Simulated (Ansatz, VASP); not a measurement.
## BaTe: VASP beside Ansatz

```
Ba Te
1.0
     0.00000    3.41000    3.41000
     3.41000    0.00000    3.41000
     3.41000    3.41000    0.00000
Ba Te
1 1
Direct
  0.00000 0.00000 0.00000
  0.50000 0.50000 0.50000
```

Alike in both runs: task relaxation of cell and atoms; functional r2SCAN; k mesh 8 × 8 × 8; occupations gaussian, width 0.02 eV; no spin polarisation.

```csv
,VASP,Ansatz
version,VASP 6.6.1,Ansatz 0.2.0
potentials or method,"VASP PAW PBE potentials, release 64 (Ba_sv, Te)","scalar-relativistic, plane waves, PAW"
plane-wave cutoff (eV),600,500
valence electrons in the cell,16,26
```

Ansatz gave:

| Item | Value |
| --- | --- |
| gap on the k mesh at the Fermi level, each at its own relaxed structure (eV) | 2.00 |
| relaxed volume (Å³/atom) | 44.03 |
| relaxed cell length with the largest relative difference (Å) | 4.994 |
| energy change over the relaxation (meV/atom) | -51 |

Task: Which values does VASP return?

Result: gap on the k mesh at the Fermi level, each at its own relaxed structure (eV): 1.95; relaxed volume (Å³/atom): 44.48; relaxed cell length with the largest relative difference (Å): 5.011; energy change over the relaxation (meV/atom): -61.

The two sets of potentials don't hold the same shells in valence.

Caveats: the PAW data sets were made with another functional, which shifts forces and pressure a little (VASP); spin-orbit coupling is left out, which moves the levels of the heavy elements; the volume moved by +12 % from the deposited cell, more than functionals usually miss. A k mesh can miss the band edges. Zero-point motion and thermal expansion aren't in these numbers.
